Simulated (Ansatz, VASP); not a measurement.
## ZnSn2N2: VASP beside Ansatz

File INCAR:

```
SYSTEM = ZnSn2N2
PREC     = Accurate       ! precision mode
ENCUT    = 520            ! plane-wave cutoff, eV
EDIFF    = 1E-7           ! SCF threshold, eV
ISMEAR   = -1             ! smearing method
SIGMA    = 0.05           ! smearing width, eV
LREAL    = .FALSE.        ! projectors in reciprocal space
LASPH    = .TRUE.         ! aspherical terms in the spheres
NELM     = 100            ! most SCF steps
ALGO     = Normal         ! electronic algorithm
ISIF     = 2              ! what is computed and relaxed
LWAVE    = .FALSE.        ! write WAVECAR
LCHARG   = .FALSE.        ! write CHGCAR
GGA      = PE             ! functional
NBANDS   = 33             ! bands
```

The input KPOINTS:

```
regular mesh
0
G
  8 8 4
  0 0 0
```

File POSCAR:

```
ZnSn2N2
1.0
    3.3523260000      0.0000000000      0.0000000000
    0.0000000000      3.3523260000      0.0000000000
    0.0000000000      0.0000000000      8.0642090000
Sn Zn N
2 1 2
Direct
    0.4835830000      0.4995200000      0.3023090000
    0.5123270000      0.4916540000      0.7011950000
    0.0029090000     -0.0148600000      0.0003440000
    0.0027150000      0.4950210000      0.8504300000
    0.4885930000     -0.0028150000      0.1446450000
```

Contents of input.yaml:

```yaml
crystal:
  lattice:
    - [3.352326, 0.0, 0.0]
    - [0.0, 3.352326, 0.0]
    - [0.0, 0.0, 8.064209]
  atoms:
    - { symbol: Sn, position: [0.483583, 0.49952, 0.302309] }
    - { symbol: Sn, position: [0.512327, 0.491654, 0.701195] }
    - { symbol: Zn, position: [0.002909, -0.01486, 0.000344] }
    - { symbol: "N", position: [0.002715, 0.495021, 0.85043] }
    - { symbol: "N", position: [0.488593, -0.002815, 0.144645] }
hamiltonian:
  xc: pbe
  pseudopotentials: { kind: paw }
kpoints:
  mp_grid: { grid: [8, 8, 4] }
scf:
  occupations: { method: fermi_dirac, width: 0.05 }
output:
  forces: true
  stress: true
  eigenvalues: true
```

Change from the starting cell: atoms moved at random, drawn with an rms of 0.05 Å.

Alike in both runs: task single point; functional PBE; k mesh 8 × 8 × 4; occupations fermi-dirac, width 0.05 eV; no spin polarisation.

|  | VASP | Ansatz |
| --- | --- | --- |
| version | VASP 6.6.1 | Ansatz 0.2.0 |
| potentials or method | VASP PAW PBE potentials, release 64 (Sn_d, Zn, N) | Ansatz PAW |
| plane-wave cutoff (eV) | 520 | 420 |
| valence electrons in the cell | 50 | 50 |

|  | VASP | Ansatz | Ansatz less VASP |
| --- | --- | --- | --- |
| gap on the k mesh at the Fermi level (eV) | none | none | - |
| pressure (GPa) | 1.7 | 1.5 | -0.16 |
| largest component of the traceless stress (GPa) | 1.83 | 1.81 | -0.018 |
| rms of the force components (eV/Å) | 0.460 | 0.461 | +0.0008 |

Atom by atom the forces differ by 0.012 eV/Å (rms over components). A gap of «none» marks a metal or a gap that the smearing closes.
